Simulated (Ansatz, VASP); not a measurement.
One calculation of C, two programs

Contents of INCAR:

```
SYSTEM = C
  ALGO = Normal
  EDIFF = 1E-7
  ENCUT = 520
  GGA = PE
  ISIF = 2
  ISMEAR = 0
  LASPH = .True.
  LCHARG = .False.
  LREAL = .False.
  LWAVE = .False.
  NBANDS = 11
  NELM = 60
  PREC = Accurate
  SIGMA = 0.1
```

File KPOINTS:

```
k-points
0
Gamma
  11 11 11
  0 0 0
```

POSCAR

```
C
1.0
    1.2280263500      0.7090013400      3.3470108400
   -1.2280263500      0.7090013400      3.3470108400
    0.0000000000     -1.4180026800      3.3470108400
C
2
Direct
    0.1640000000      0.1640000000      0.1640000000
    0.8360000000      0.8360000000      0.8360000000
```

Input for Ansatz:

```yaml
crystal:
  lattice:
    - [1.22802635, 0.70900134, 3.34701084]
    - [-1.22802635, 0.70900134, 3.34701084]
    - [0.0, -1.41800268, 3.34701084]
  atoms:
    - { symbol: C, position: [0.164, 0.164, 0.164] }
    - { symbol: C, position: [0.836, 0.836, 0.836] }
hamiltonian:
  xc: pbe
  pseudopotentials: { kind: paw }
basis:
  ecutwfc: 420
kpoints:
  mp_grid: { grid: [11, 11, 11] }
scf:
  occupations: { method: gaussian, width: 0.1 }
  lower_state_search: "off"
output:
  forces: true
  stress: true
```

Alike in both runs: task single point; functional PBE; k mesh 11 × 11 × 11; occupations gaussian, width 0.1 eV; no spin polarisation.

|  | VASP | Ansatz |
| --- | --- | --- |
| version | VASP 6.6.1 | Ansatz 0.2.0 |
| potentials or method | VASP PAW PBE potentials, release 64 (C) | PAW, plane waves, scalar-relativistic |
| plane-wave cutoff (eV) | 520 | 420 |
| valence electrons in the cell | 8 | 8 |

|  | VASP | Ansatz | Ansatz less VASP |
| --- | --- | --- | --- |
| pressure (GPa) | 4.8 | 4.3 | -0.46 |
| largest component of the traceless stress (GPa) | 1.76 | 1.23 | -0.534 |
| rms of the force components (eV/Å) | 0.503 | 0.504 | +0.0017 |

Atom by atom the forces differ by 0.002 eV/Å (rms over components).
